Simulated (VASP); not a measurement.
The system is Mg3Sb2.

```
CELL_PARAMETERS angstrom
4.58200 0.00000 0.00000
-2.29100 3.96813 0.00000
0.00000 0.00000 7.24400
ATOMIC_POSITIONS crystal
Mg 0.33333 0.66667 0.63000
Mg 0.66667 0.33333 0.37000
Mg 0.00000 0.00000 0.00000
Sb 0.33333 0.66667 0.23500
Sb 0.66667 0.33333 0.76500
```

```yaml
Program: VASP 6.6.1
Task: relaxation of cell and atoms
Functional: LDA
Potentials_or_basis: VASP PAW LDA potentials, release 64 (Mg, Sb)
Cutoff: 600 eV
k_mesh: 9 × 9 × 5
Occupations: gaussian, width 0.03 eV
Spin: no spin polarisation
```

At the start: pressure -2.0 GPa; volume 26.34 Å³/atom.

Task: Where does the relaxation end?

Result: Over 8 steps the energy falls by 15.8 meV/atom and the volume is 24.96 Å³/atom (-5.3 %); space group P-3m1 (No. 164, to 0.05 Å).

Step by step:
| step | energy change (eV) | largest force (eV/Å) | pressure (GPa) | volume (Å³) |
| --- | --- | --- | --- | --- |
| 1 | 0.0000 | 0.3714 | -1.99 | 131.71 |
| 2 | -0.0553 | 0.3839 | 0.06 | 125.58 |
| 3 | -0.0562 | 0.3857 | 0.39 | 124.74 |
| 4 | -0.0702 | 0.2229 | 0.21 | 124.77 |
| 5 | -0.0770 | 0.0380 | 0.01 | 124.80 |
| 6 | -0.0770 | 0.0406 | 0.00 | 124.80 |
| 7 | -0.0787 | 0.0146 | -0.04 | 124.79 |
| 8 | -0.0788 | 0.0056 | -0.05 | 124.79 |

Final structure:
```
Mg Sb
1.0
     4.49995    0.00000    0.00000
    -2.24998    3.89707    0.00000
     0.00000    0.00000    7.11594
Mg Sb
3 2
Cartesian
  0.0000 2.5981 4.4992
  2.2500 1.2990 2.6168
  -2.2500 3.8971 0.0000
  0.0000 2.5981 1.5951
  2.2500 1.2990 5.5209
```
